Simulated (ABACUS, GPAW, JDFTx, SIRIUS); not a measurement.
CuI: energy against volume and a worked fit

Space group F-43m (No. 216). a = 6.063 Å, b = 6.063 Å, c = 6.063 Å, α = 90.00°, β = 90.00°, γ = 90.00°
| atom | site | symmetry | x | y | z |
| --- | --- | --- | --- | --- | --- |
| I | 4a | -43m | 0.0000 | 0.0000 | 0.0000 |
| Cu | 4c | -43m | 0.2500 | 0.2500 | 0.2500 |

The cell was scaled at fixed shape and fractions and run with ABACUS, PseudoDojo NC SR 0.4.1 PBEsol standard, plane waves, cutoff 1252 eV; PBEsol, k mesh 8 × 8 × 8 on the cell of 2 atoms, fermi-dirac occupations of 0.05 eV, no spin polarisation, no spin-orbit coupling. Energies are those that the program minimises, any entropy of the smearing included.

```csv
V (Å³/atom),energy over the lowest row (meV/atom)
26.1879,0.00
26.7451,0.82
27.3023,?
27.8595,11.92
28.4167,21.45
28.9738,33.19
29.5310,46.88
```

Task: Fit the third-order Birch-Murnaghan form, give V0, B0 and B′, and predict the energy left open.

Result: With y = (V0/V)^(2/3), E = E0 + (9 V0 B0/16) [(y - 1)³ B′ + (y - 1)² (6 - 4y)]. Least squares through the rows shown give V0 = 26.3352 Å³/atom, E0 = -0.13 meV, B0 = 49.11 GPa (1 eV/Å³ = 160.218 GPa) and B′ = 5.15, with a largest miss of 0.01 meV. At V = 27.3023 the form with these constants gives 4.93 meV; the run gave 4.92 meV an atom. Other set-ups at this level, from all their volumes (Å³/atom, GPa): GPAW, PAW data sets generated for this functional: V0 26.675, B0 48.3; JDFTx, PseudoDojo-SR-PBEsol-0.4.1-standard with smoothed tails: V0 26.333, B0 49.11; SIRIUS, PseudoDojo 0.4.1 PBEsol standard (scalar relativistic): V0 26.333, B0 49.17. Measured volume: 27.71 Å³/atom at 300 K (a printed reference work), so the fit lies -5.0 % from it. The runs are for a static lattice.
